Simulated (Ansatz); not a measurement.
Crystal: K, simple cubic type, 1 atom in the cell.

All numbers below come from Ansatz 0.2.0 development build, PBE, plane waves, PAW datasets (earlier set, tuned by hand).

Cutoff 390 eV; k-mesh 13×13×13 Γ-centred; Fermi–Dirac smearing of 0.0612 eV; no spin polarisation.

The fit to the energies gives V₀ = 79.400 Å³/atom (a₀ = 4.298 Å), B₀ = 2.8 GPa, B₀′ = 3.77.

Problem. What pressure does the program print at V = 76.292 Å³/atom, and how far above the lowest computed point (V = 79.471 Å³/atom) does the energy lie?

Solution. 0.12 GPa and 1.12 meV/atom. All points:

| V (Å³/atom) | a (Å) | E − E(min) (meV/atom) | P (GPa) |
| --- | --- | --- | --- |
| 74.703 | 4.2116 | 2.64 | 0.19 |
| 76.292 | 4.2412 | 1.12 | 0.12 |
| 77.882 | 4.2705 | 0.26 | 0.06 |
| 79.471 | 4.2994 | 0.00 | 0.00 |
| 81.061 | 4.3278 | 0.29 | -0.06 |
| 82.650 | 4.3559 | 1.08 | -0.10 |
| 84.240 | 4.3837 | 2.32 | -0.15 |

The published all-electron PBE values for this crystal (mean of FLEUR and WIEN2k, k-spacing 0.06 Å⁻¹; Bosoni et al., Nat. Rev. Phys. 6, 45 (2024)) are V₀ = 79.354 Å³/atom, B₀ = 2.8 GPa, B₀′ = 3.77. This run's mesh is coarser (spacing 0.11 Å⁻¹), so part of any difference comes from k-sampling.

The stress includes the program's correction for the finite plane-wave basis.

This cubic structure is a model: it isn't the usual form of the substance at ambient conditions, and such phases are metastable or hypothetical. The k-mesh is modest, so these values aren't fully converged in k.
